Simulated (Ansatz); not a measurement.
# Pb3S: the cost of one run

Method: DFT PBE, scalar-relativistic, plane waves, PAW, in Ansatz 0.2.0.

### 1 The starting structure

It takes space group I4/mmm (No. 139, tetragonal). Conventional cell: a = 4.674 Å, b = 4.674 Å, c = 10.441 Å, α = 90.00°, β = 90.00°, γ = 90.00°. Pb (site symmetry 4/mmm) has 4 S at 3.31 Å and 8 Pb at 3.50 Å as nearest neighbours. Around Pb (site symmetry -4m2) lie 8 Pb at 3.31 to 3.50 Å and 4 S at 3.50 Å. S (site symmetry 4/mmm) is surrounded by 12 Pb at 3.31 to 3.50 Å.

Coordinates:

```
CELL_PARAMETERS angstrom
-2.33718 2.33718 5.22072
2.33718 -2.33718 5.22072
2.33718 2.33718 -5.22072
ATOMIC_POSITIONS crystal
Pb 0.50000 0.50000 0.00000
Pb 0.25000 0.75000 0.50000
Pb 0.75000 0.25000 0.50000
S 0.00000 0.00000 0.00000
```

(A quick probe on a coarse mesh, which set the mesh and smearing, is not shown.)

### 3 Full relaxation

input.yaml reads:

```yaml
crystal:
  lattice:
    - [-2.3371830154, 2.3371830154, 5.2207205019]
    - [2.3371830154, -2.3371830154, 5.2207205019]
    - [2.3371830154, 2.3371830154, -5.2207205019]
  atoms:
    - { symbol: Pb, position: [0.5, 0.5, 0.0] }
    - { symbol: Pb, position: [0.25, 0.75, 0.5] }
    - { symbol: Pb, position: [0.75, 0.25, 0.5] }
    - { symbol: S, position: [0.0, 0.0, 0.0] }
basis:
  ecutwfc: 420
kpoints:
  mp_grid: { grid: [14, 14, 14] }
hamiltonian:
  xc: pbe
scf:
  occupations: { method: gaussian, width: 0.1 }
output:
  forces: true
  stress: true
  eigenvalues: true
relax:
  adjacent_minimum: "off"
  f_tol: 0.01
  max_steps: 80
  cell: { stress_tol: 0.05 }
```

Launch:

```sh
$ ansatz run input.yaml --threads 1 --pin off --max-ram 2560MiB --backend cpu --events-out ev --progress --plain --runs-dir out
```

Q: Estimate wall time and peak memory on 1 thread of Intel Xeon 6975P-C (Granite Rapids), shared host.

About 2 min, with a peak of 0.89 GiB.
